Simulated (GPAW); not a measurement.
# CoO (Fm-3m) in GPAW: notebook, part 2 of 2

GPAW 26.7.0.

### 3 Single point, PBE, collinear spin, ferromagnetic start

File run.py:

```python
from ase import Atoms
from ase.dft.bandgap import bandgap
from ase.io import write
from ase.units import GPa
from gpaw import GPAW, PW

atoms = Atoms(['Co', 'O'],
              cell=[[0.0, 2.1315, 2.1315],
                    [2.1315, 0.0, 2.1315],
                    [2.1315, 2.1315, 0.0]],
              scaled_positions=[[0.0, 0.0, 0.0],
                                [0.5, 0.5, 0.5]],
              pbc=True)
atoms.set_initial_magnetic_moments([2.0, 0.0])

calc = GPAW(mode=PW(800),
            xc='PBE',
            kpts={'size': (11, 11, 11), 'gamma': True},
            occupations={'name': 'methfessel-paxton', 'order': 0, 'width': 0.014},
            nbands=17,
            convergence={'density': 1e-05, 'energy': 1e-05},
            maxiter=150,
            txt='gpaw.txt')
atoms.calc = calc
energy = atoms.get_potential_energy()
forces = atoms.get_forces()
stress = atoms.get_stress()
calc.write('gs.gpw')
write('result.traj', atoms)
print(f'Energy: {energy:.6f} eV')
print('Forces (eV/A):')
print(forces.round(4))
print('Stress (GPa):', (stress / GPa).round(3))
print('Moments:', calc.get_magnetic_moments().round(3))
print('Fermi level:', round(calc.get_fermi_level(), 4), 'eV')
print(f'Gap: {bandgap(calc)[0]:.4f} eV, direct: {bandgap(calc, direct=True)[0]:.4f} eV')
```

Potentials or basis: GPAW PAW data sets (gpaw-data 1.2.1), pw.

Started as:

```console
OMP_NUM_THREADS=1 python run.py
```

gpaw.txt:

```text
__  _  _
 | _ |_)|_||  |
 |__||  | ||/\| - 26.7.0

Input parameters:
  mode=PW(ecut=800.0),
  convergence={'density': 1e-05, 'energy': 1e-05},
  kpts=MonkhorstPack(size=(11, 11, 11), gamma=True),
  maxiter=150,
  nbands=17,
  occupations=Occupations(name='methfessel-paxton', order=0, width=0.014),
  xc=XC(name='PBE')

Diagonalizing LCAO Hamiltonian
Converting LCAO to pw mode

              O

       Co

Atoms  # Å, Bohr magnetons
|   | symbol |        x |        y |        z |    initial magnetic moments |
|---|--------|----------|----------|----------|-----------------------------|
| 0 |     Co | 0.000000 | 0.000000 | 0.000000 | ( 0.0000,  0.0000,  2.0000) |
| 1 |      O | 2.131500 | 2.131500 | 2.131500 | ( 0.0000,  0.0000,  0.0000) |

Unit cell  # Å
| periodic |        x |        y |        z |  lengths |    angles |
|----------|----------|----------|----------|----------|-----------|
|      yes | 0.000000 | 2.131500 | 2.131500 | 3.014396 | 60.000000 |
|      yes | 2.131500 | 0.000000 | 2.131500 | 3.014396 | 60.000000 |
|      yes | 2.131500 | 2.131500 | 0.000000 | 3.014396 | 60.000000 |

Number of symmetries: 48
Symmetry operations  # r_c * U_cc + t_c -> r_c
|    | kind |            matrix            |
|----|------|------------------------------|
|  0 |  σ   |  1, 0, 0,  1, 0,-1,  1,-1, 0 |
|  1 |  C2  |  1, 0, 0,  1,-1, 0,  1, 0,-1 |
|  2 |  E   |  1, 0, 0,  0, 1, 0,  0, 0, 1 |
|  3 |  σ   |  1, 0, 0,  0, 0, 1,  0, 1, 0 |
|  4 |  C4  |  1, 0,-1,  1, 0, 0,  1,-1, 0 |
|  5 |  S6  |  1, 0,-1,  1,-1, 0,  1, 0, 0 |
|  6 |  σ   |  1, 0,-1,  0, 1,-1,  0, 0,-1 |
|  7 |  C3  |  1, 0,-1,  0, 0,-1,  0, 1,-1 |
|  8 |  S6  |  1,-1, 0,  1, 0, 0,  1, 0,-1 |
|  9 |  C4  |  1,-1, 0,  1, 0,-1,  1, 0, 0 |
| 10 |  C3  |  1,-1, 0,  0,-1, 1,  0,-1, 0 |
| 11 |  σ   |  1,-1, 0,  0,-1, 0,  0,-1, 1 |
| 12 |  σ   |  0, 1, 0,  1, 0, 0,  0, 0, 1 |
| 13 |  C4  |  0, 1, 0,  0, 1,-1, -1, 1, 0 |
| 14 |  C3  |  0, 1, 0,  0, 0, 1,  1, 0, 0 |
| 15 |  S6  |  0, 1, 0, -1, 1, 0,  0, 1,-1 |
| 16 |  C2  |  0, 1,-1,  1, 0,-1,  0, 0,-1 |
| 17 |  σ   |  0, 1,-1,  0, 1, 0, -1, 1, 0 |
| 18 |  S4  |  0, 1,-1,  0, 0,-1,  1, 0,-1 |
| 19 |  C4  |  0, 1,-1, -1, 1, 0,  0, 1, 0 |
| 20 |  C3  |  0, 0, 1,  1, 0, 0,  0, 1, 0 |
| 21 |  σ   |  0, 0, 1,  0, 1, 0,  1, 0, 0 |
| 22 |  S6  |  0, 0, 1,  0,-1, 1, -1, 0, 1 |
| 23 |  C4  |  0, 0, 1, -1, 0, 1,  0,-1, 1 |
| 24 |  S4  |  0, 0,-1,  1, 0,-1,  0, 1,-1 |
| 25 |  C3  |  0, 0,-1,  0, 1,-1,  1, 0,-1 |
| 26 |  C2  |  0, 0,-1,  0,-1, 0, -1, 0, 0 |
[... 134 lines left out ...]
  History deletion threshold: 6.0
  Fourier metric: weight=20.0, sigma=0.015

occupation numbers:
  Methfessel-Paxton:
    width: 0.0140  # eV
    order: 0

poisson solver:
  ecut: 6400.0  # eV

xc functional:
  name: PBE with 2 nearest neighbor stencil

convergence criteria:
- Maximum integral of absolute [dens]ity change: 1e-05 electrons / valence electron
- Maximum [total energy] change in last 3 cyles: 1e-05 eV / valence electron
- Maximum integral of absolute [eigenst]ate change: 4e-08 eV^2 / valence electron
maximum number of iterations: 150

SCF iterations
|iter     | |      energy | eigst |  dens |  magmom |
|---------|-|-------------|-------|-------|---------|
|iter:   1| |  -14.736783 | -0.06 |       |  +2.0015|
|iter:   2| |  -14.573607 | -2.07 | -0.82 |  +2.0421|
|iter:   3| |  -14.330212 | -1.94 | -0.87 |  +2.2908|
|iter:   4| |  -14.404533 | -2.58 | -1.27 |  +2.4707|
|iter:   5| |  -14.463924 | -2.35 | -1.47 |  +2.8176|
|iter:   6| |  -14.465720 | -3.89 | -2.01 |  +2.8168|
|iter:   7| |  -14.464410 | -4.44 | -1.98 |  +2.8163|
|iter:   8| |  -14.466331 | -3.84 | -2.15 |  +2.8951|
|iter:   9| |  -14.467123 | -4.11 | -2.35 |  +2.9801|
|iter:  10| |  -14.467196 | -5.62 | -2.97 |  +2.9832|
|iter:  11| |  -14.467208c| -6.18 | -3.47 |  +2.9903|
|iter:  12| |  -14.467208c| -7.74c| -4.04 |  +2.9891|
|iter:  13| |  -14.467208c| -7.62c| -4.53 |  +2.9896|
|iter:  14| |  -14.467208c| -8.33c| -5.10c|  +2.9895|

Converged in 14 steps
Energy contributions relative to reference atoms: (reference = -39943.562207)

Energy contributions:
  Kinetic:          27.383791
  Coulomb:         -24.011156
  Zero:              0.105722
  External:          0.000000
  Xc:              -17.945402
  Entropy:          -0.000325
  Spinorbit:         0.000000
  ----------------------------
  Free energy:     -14.467370
  Extrapolated:    -14.467208

dipole moment: (-11.348095, -11.348095, -11.348095)  # |e|*Ang

Total magnetic moment: (0.000000, 0.000000, 2.989462)

Local magnetic moments
|        x |        y |        z |
|----------|----------|----------|
| 0.000000 | 0.000000 | 2.566676 |  # Co   0
| 0.000000 | 0.000000 | 0.249136 |  # O    1

Fermi level: 8.768
Eigenvalues  # (at kpt = [0.000, 0.000, 0.000])
| band index |      eig [eV] | occ [0-1] |      eig [eV] | occ [0-1] |
|------------|---------------|-----------|---------------|-----------|
|          0 |       -11.514 |     1.000 |       -10.990 |     1.000 |
|          1 |         5.429 |     1.000 |         6.128 |     1.000 |
|          2 |         5.429 |     1.000 |         6.128 |     1.000 |
|          3 |         5.542 |     1.000 |         6.128 |     1.000 |
|          4 |         5.542 |     1.000 |         7.645 |     1.000 |
|          5 |         5.542 |     1.000 |         7.645 |     1.000 |
[... 9 lines left out ...]
|         15 |        29.955 |     0.000 |        30.970 |     0.000 |
|         16 |        29.955 |     0.000 |        30.970 |     0.000 |

No gap
No difference between direct/indirect transitions

Forces  # eV/Ang
|        x |        y |       z |
|----------|----------|---------|
|  0.00000 | -0.00000 | 0.00000 |  # Co   0
| -0.00000 | -0.00000 | 0.00000 |  # O    1

Stress tensor  # eV/Ang^3
|        x |         y |         z |
|----------|-----------|-----------|
| 0.006446 |  0.000000 |  0.000000 |
| 0.000000 |  0.006446 | -0.000000 |
| 0.000000 | -0.000000 |  0.006446 |

# Writing to gs.gpw (mode='')
```

Run time: 34 s. Hardware: 1 thread of Arm Neoverse V2, shared host; peak memory 0.18 GiB.

What came out:

```yaml
Free_energy: -14.4674 eV
Pressure: -1.0 GPa
Band_gap_on_the_k_mesh: none (metal or under the smearing width)
Net_moment: 2.99 μB per cell
Site_moments: Co +2.57; O +0.25 μB
```

Caveat: a cell with one magnetic atom can't hold antiferromagnetic order, which such compounds often take; semilocal functionals often make such compounds metallic where correlation or magnetic order opens a gap, which also shifts bond lengths. With open d or f shells a metallic result of PBE can be an artefact of self-interaction; +U or a hybrid may open a gap.

### 4 Single point, PBE, collinear spin, ferromagnetic start

Changes to run.py since step 3:

```diff
@@ -1,4 +1,3 @@
-from ase import Atoms
 from ase.dft.bandgap import bandgap
-from ase.io import write
+from ase.io import read, write
 from ase.units import GPa
@@ -6,9 +5,3 @@
 
-atoms = Atoms(['Co', 'O'],
-              cell=[[0.0, 2.1315, 2.1315],
-                    [2.1315, 0.0, 2.1315],
-                    [2.1315, 2.1315, 0.0]],
-              scaled_positions=[[0.0, 0.0, 0.0],
-                                [0.5, 0.5, 0.5]],
-              pbc=True)
+atoms = read('POSCAR')
 atoms.set_initial_magnetic_moments([2.0, 0.0])
@@ -18,3 +11,3 @@
             kpts={'size': (11, 11, 11), 'gamma': True},
-            occupations={'name': 'methfessel-paxton', 'order': 0, 'width': 0.014},
+            occupations={'name': 'methfessel-paxton', 'order': 0, 'width': 0.015},
             nbands=17,
```

File POSCAR:

```
CoO
1.0
    0.0000000000      2.1315000000      2.1315000000
    2.1315000000      0.0000000000      2.1315000000
    2.1315000000      2.1315000000      0.0000000000
Co O
1 1
Direct
    0.0000000000      0.0000000000      0.0000000000
    0.5000000000      0.5000000000      0.5000000000
```

Started as:

```console
OMP_NUM_THREADS=1 python run.py
```

Run time: 32 s. Hardware: 1 thread of Arm Neoverse V2, shared host; peak memory 0.18 GiB.

The run converged. Its results:

```yaml
Free_energy: -14.4674 eV
Pressure: -1.0 GPa
Band_gap_on_the_k_mesh: none (metal or under the smearing width)
Net_moment: 2.99 μB per cell
Site_moments: Co +2.57; O +0.25 μB
```

Levels at points of the mesh, in eV from the Fermi level:
Spin up:
```tsv
k point	band 6	band 7	band 8	band 9	band 10	band 11	band 12	band 13
(0.00, 0.00, 0.00)	-3.23	-3.15	-3.15	-3.15	0.82	16.75	17.92	17.92
```
Spin down:
```tsv
k point	band 2	band 3	band 4	band 5	band 6	band 7	band 8	band 9	band 10	band 11
(0.00, 0.00, 0.00)	-2.64	-2.64	-2.64	-1.12	-1.12	-1.12	0.06	0.06	1.37	16.62
```

Caveat: a cell with one magnetic atom can't hold antiferromagnetic order, which such compounds often take; semilocal functionals often make such compounds metallic where correlation or magnetic order opens a gap, which also shifts bond lengths. With open d or f shells a metallic result of PBE can be an artefact of self-interaction; +U or a hybrid may open a gap.

### 5 Single point, PBE, collinear spin, ferromagnetic start

Changes to run.py since step 4:

```diff
@@ -2,6 +2,7 @@
 from ase.io import read, write
-from ase.units import GPa
+from ase.units import Bohr, GPa
 from gpaw import GPAW, PW
+from gpaw.elf import elf_from_dft_calculation
 
-atoms = read('POSCAR')
+atoms = read('CoO.xyz')
 atoms.set_initial_magnetic_moments([2.0, 0.0])
@@ -11,3 +12,3 @@
             kpts={'size': (11, 11, 11), 'gamma': True},
-            occupations={'name': 'methfessel-paxton', 'order': 0, 'width': 0.015},
+            occupations={'name': 'methfessel-paxton', 'order': 0, 'width': 0.016},
             nbands=17,
@@ -29 +30,7 @@
 print(f'Gap: {bandgap(calc)[0]:.4f} eV, direct: {bandgap(calc, direct=True)[0]:.4f} eV')
+
+# fields on the real-space grid
+write('density.cube', atoms, data=calc.get_pseudo_density() * Bohr**3)
+write('potential.cube', atoms, data=calc.get_electrostatic_potential())
+write('spin.cube', atoms, data=(calc.get_pseudo_density(spin=0) - calc.get_pseudo_density(spin=1)) * Bohr**3)
+write('elf.cube', atoms, data=elf_from_dft_calculation(calc).data)
```

File CoO.xyz:

```xyz
2
Lattice="0.0000000000 2.1315000000 2.1315000000 2.1315000000 0.0000000000 2.1315000000 2.1315000000 2.1315000000 0.0000000000" Properties=species:S:1:pos:R:3 pbc="T T T"
Co     0.0000000000      0.0000000000      0.0000000000
O      2.1315000000      2.1315000000      2.1315000000
```

Started as:

```console
OMP_NUM_THREADS=1 python run.py
```

It took 34 s on 1 thread of Arm Neoverse V2, shared host; peak memory 0.18 GiB.

The run converged. Its results:

```
Free energy            : -14.4674 eV
Pressure               : -1.0 GPa
Band gap on the k mesh : none (metal or under the smearing width)
Net moment             : 2.99 μB per cell
Site moments           : Co +2.57; O +0.25 μB
```

Levels at points of the mesh, in eV from the Fermi level:
Spin up:
```
           k point  band 7  band 8  band 9  band 10  band 11  band 12
(0.00, 0.00, 0.00)   -3.15   -3.15   -3.15     0.82    16.75    17.92
```
Spin down:
```
           k point  band 3  band 4  band 5  band 6  band 7  band 8  band 9  band 10
(0.00, 0.00, 0.00)   -2.64   -2.64   -1.12   -1.12   -1.12    0.06    0.06     1.37
```

Caveat: a cell with one magnetic atom can't hold antiferromagnetic order, which such compounds often take; semilocal functionals often make such compounds metallic where correlation or magnetic order opens a gap, which also shifts bond lengths.

### 6 Single point, PBE, collinear spin, ferromagnetic start

File run.py:

```python
from ase.dft.bandgap import bandgap
from ase.io import read, write
from ase.units import GPa
from gpaw import GPAW, PW

atoms = read('POSCAR')
atoms.set_initial_magnetic_moments([2.0, 0.0])

calc = GPAW(mode=PW(800),
            xc='PBE',
            kpts={'size': (11, 11, 11), 'gamma': True},
            occupations={'name': 'methfessel-paxton', 'order': 0, 'width': 0.017},
            nbands=17,
            convergence={'density': 1e-05, 'energy': 1e-05},
            maxiter=150,
            txt='gpaw.txt')
atoms.calc = calc
energy = atoms.get_potential_energy()
forces = atoms.get_forces()
stress = atoms.get_stress()
calc.write('gs.gpw')
write('result.traj', atoms)
print(f'Energy: {energy:.6f} eV')
print('Forces (eV/A):')
print(forces.round(4))
print('Stress (GPa):', (stress / GPa).round(3))
print('Moments:', calc.get_magnetic_moments().round(3))
print('Fermi level:', round(calc.get_fermi_level(), 4), 'eV')
print(f'Gap: {bandgap(calc)[0]:.4f} eV, direct: {bandgap(calc, direct=True)[0]:.4f} eV')
```

POSCAR is that of step 4.

Potentials or basis: GPAW PAW data sets (gpaw-data 1.2.1), pw.

Started as:

```console
OMP_NUM_THREADS=1 python run.py
```

Wall time 34 s (1 thread of Arm Neoverse V2, shared host); peak memory 0.18 GiB.

It converged, with:

```
Free energy            : -14.4674 eV
Pressure               : -1.0 GPa
Band gap on the k mesh : none (metal or under the smearing width)
Net moment             : 2.99 μB per cell
Site moments           : Co +2.57; O +0.25 μB
```

Levels at points of the mesh, in eV from the Fermi level:
Spin up:
```
           k point  band 7  band 8  band 9  band 10  band 11  band 12
(0.00, 0.00, 0.00)   -3.15   -3.15   -3.15     0.82    16.75    17.92
```
Spin down:
```
           k point  band 4  band 5  band 6  band 7  band 8  band 9
(0.00, 0.00, 0.00)   -2.64   -1.12   -1.12   -1.12    0.06    0.06
```

Caveat: a cell with one magnetic atom can't hold antiferromagnetic order, which such compounds often take; semilocal functionals often make such compounds metallic where correlation or magnetic order opens a gap, which also shifts bond lengths. With open d or f shells a metallic result of PBE can be an artefact of self-interaction; +U or a hybrid may open a gap.

### 7 The runs side by side

| smearing | gap on the mesh (eV) | pressure (GPa) | moment (μB) |
| --- | --- | --- | --- |
| gaussian 0.013 eV | none | -1.0 | 2.99 |
| gaussian 0.014 eV | none | -1.0 | 2.99 |
| gaussian 0.015 eV | none | -1.0 | 2.99 |
| gaussian 0.016 eV | none | -1.0 | 2.99 |
| gaussian 0.017 eV | none | -1.0 | 2.99 |

Alike in all rows: task single point; level PBE; potentials or basis GPAW PAW data sets (gpaw-data 1.2.1), pw; spin collinear, ferromagnetic start; cell as given; k mesh 11 × 11 × 11; cutoff (eV) 800.

Every run on the cell as given and a fine mesh finds a metal.

Caveats: a cell with one magnetic atom can't hold antiferromagnetic order, which such compounds often take; semilocal functionals often make such compounds metallic where correlation or magnetic order opens a gap, which also shifts bond lengths.

Absolute energies hang on the potentials; compare differences alone.
